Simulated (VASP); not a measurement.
Here is a VASP 6.6.1 calculation.

The input INCAR:

```
SYSTEM = WC
PREC = Accurate
ENCUT = 600
EDIFF = 1E-6
ISMEAR = 1
SIGMA = 0.1
LREAL = .False.
LASPH = .True.
NELM = 80
ALGO = Normal
ISIF = 3
LWAVE = .False.
LCHARG = .False.
GGA = PE
IBRION = 2
NSW = 90
EDIFFG = -0.01
```

The input KPOINTS:

```
Automatic mesh
0
Gamma
  15 15 13
  0 0 0
```

The input POSCAR:

```
WC
1.0
    2.9065000000      0.0000000000      0.0000000000
   -1.4532500000      2.5171028400      0.0000000000
    0.0000000000      0.0000000000      2.8366000000
W C
1 1
Direct
    0.0000000000      0.0000000000      0.0000000000
    0.6666666700      0.3333333300      0.5000000000
```

Potentials or basis: VASP PAW PBE potentials, release 64 (W_sv, C).

The run is started by

```console
$ cat potpaw_PBE.64/W_sv/POTCAR potpaw_PBE.64/C/POTCAR > POTCAR
$ mpirun -np 1 vasp_std > vasp.out
```

Q: Predict the space group after relaxing (to 0.05 Å).

A: P-6m2 (No. 187).

Q: Predict the band gap on the k mesh.

A: None (metal or under the smearing width).

Step by step:
```csv
step,energy change (eV),largest force (eV/Å),pressure (GPa),volume (Å³)
1,0.0000,0.0000,6.59,20.75
2,0.0421,0.0000,-15.66,22.06
3,-0.0070,0.0000,-0.10,21.10
4,-0.0070,0.0000,0.01,21.10
5,-0.0070,0.0000,0.05,21.10
6,-0.0070,0.0000,0.05,21.10
```

Spin-orbit coupling is left out, which matters for the levels of W. Zero-point motion and thermal expansion aren't in these numbers.
